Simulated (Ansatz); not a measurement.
# Co: the cost of one run

Computed with Ansatz 0.2.0 (DFT PBEsol, scalar-relativistic, plane waves, PAW, unless a step's input says otherwise).

## Step 1: Starting point

Symmetry: P6_3/mmc, No. 194, hexagonal system. Conventional cell: a = 2.472 Å, b = 2.472 Å, c = 4.021 Å, α = 90.00°, β = 90.00°, γ = 120.00°. Co (site symmetry -6m2) is surrounded by 12 Co at 2.47 Å.

As a file:

```
Co
1.0
     2.47200    0.00000    0.00000
    -1.23600    2.14081    0.00000
     0.00000    0.00000    4.02114
Co
2
Direct
  0.33333 0.66667 0.25000
  0.66667 0.33333 0.75000
```

This is candidate A: structure listed in a database for this formula (P6_3/mmc, No. 194).

(A quick probe on a coarse mesh, which set the mesh and smearing, is not shown.)

## Step 3: Coarse relaxation (candidate A)

The input, input.yaml:

```yaml
crystal:
  lattice:
    - [2.4719999032, 0.0, 0.0]
    - [-1.2359999516, 2.1408147143, 0.0]
    - [0.0, 0.0, 4.02114408]
  atoms:
    - { symbol: Co, position: [0.33333333, 0.66666667, 0.25], spin: 1.78 }
    - { symbol: Co, position: [0.66666667, 0.33333333, 0.75], spin: 1.78 }
basis:
  ecutwfc: 420
kpoints:
  mp_grid: { grid: [9, 9, 4] }
hamiltonian:
  xc: pbesol
scf:
  occupations: { method: gaussian, width: 0.1 }
  lower_state_search: "off"
output:
  forces: true
  stress: true
  eigenvalues: true
  populations: true
magnetization:
  spin_polarized: true
relax:
  adjacent_minimum: "off"
  f_tol: 0.04
  max_steps: 70
  cell: { stress_tol: 0.4 }
```

Q: Estimate wall time and peak memory on 1 thread of an x86-64 CPU, shared host.

About 5.7 s, with a peak of 0.42 GiB.
